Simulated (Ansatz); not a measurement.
Runs of Ansatz 0.2.0 on Ga. It takes space group Pm-3m (No. 221, cubic). The conventional cell has a = 2.716 Å, b = 2.716 Å, c = 2.716 Å, α = 90.00°, β = 90.00°, γ = 90.00°. Ga (site symmetry m-3m) has 6 Ga at 2.72 Å as nearest neighbours. The cell was built by a generator and needn't be a form met in nature.

```csv
task,level,cell,smearing,gap on the mesh (eV),pressure (GPa),relaxed volume (Å³/atom)
single point,PBE,as given,gaussian 0.024 eV,none,0.5,-
relaxation of cell and atoms,RPBE+D4,relaxed,fermi-dirac 0.05 eV,none,0.0,(a)
single point,PBE,as given,gaussian 0.025 eV,none,0.5,-
relaxation of cell and atoms,PBE+D3(BJ),relaxed,fermi-dirac 0.05 eV,none,0.0,19.04
relaxation of cell and atoms,RPBE+D3(BJ),relaxed,fermi-dirac 0.05 eV,none,0.0,15.74
```

Alike in all rows: potentials or basis Ansatz PAW; no spin polarisation; k mesh 10 × 10 × 10; cutoff (eV) 420.

Problem. Estimate the missing entries.

Solution. (a) 18.24.

Caveats: the plane-wave basis is chosen anew once the cell has moved, so the energies of steps on either side of that aren't comparable (some runs); pairwise dispersion overbinds metals, which lowers pressure and volume (some runs); the PAW data sets come from PBE, with cores solved anew for the run's functional, which leaves a small shift of forces and pressure (some runs); the volume moved by over 15 % at a fixed basis, so the end points are rough (some runs).

A k mesh can miss the band edges, and the runs leave out spin-orbit coupling on Ga.

A gap of «none» marks a metal or a gap under the smearing width.
